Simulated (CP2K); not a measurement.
The system is BaTiO3.

```
Ba Ti O
1.0
     3.80317    0.00000    0.00000
     0.04607    4.13026    0.00000
     0.23214    0.12224    7.97025
Ba Ti O
2 2 6
Direct
  0.04486 0.90917 0.49511
  0.00815 0.92181 0.02441
  0.45719 0.52057 0.20539
  0.50232 0.47064 0.76225
  0.48144 0.03993 0.24039
  0.45629 0.07298 0.69357
  0.53803 0.54059 0.44980
  0.52906 0.55800 0.03050
  0.98202 0.45740 0.26038
  0.00064 0.50892 0.83819
```

The cell isn't the ideal one: all atoms moved at random.

Base run:

- Program: CP2K 2026.2
- Functional: r2SCAN
- Potentials or basis: POTENTIAL_UZH Ba GTH-PBE-q10, Ti GTH-PBE-q12, O GTH-PBE-q6; DZVP-MOLOPT-PBE-GTH basis
- Density cutoff: 11565 eV
- k mesh: 6 × 5 × 3
- Occupations: fermi-dirac, width 0.05 eV
- Spin: no spin polarisation

Its results: band gap on the k mesh 0.81 eV, indirect (least direct gap 0.93 eV); pressure 39.8 GPa; largest force 29.144 eV/Å.

**Question.** After a change of settings the same cell gave: band gap on the k mesh 0.64 eV, indirect (least direct gap 0.76 eV); pressure 41.2 GPa; largest force 28.504 eV/Å. Which change was it?
A. functional from r2SCAN to rev-vdW-DF2
B. functional from r2SCAN to PBEsol
C. functional from r2SCAN to optB88-vdW
D. functional from r2SCAN to vdW-DF2

**Answer.** C.

Caveats: the potentials were made for another functional, which shifts forces and pressure; spin-orbit coupling is left out, which moves the levels of the heavy elements; an odd mesh through Γ misses points on the zone boundary, where band edges often lie; the basis of atomic orbitals isn't converged, which shifts pressures, moduli and gaps.

Runs at the PBE level aren't shown here.
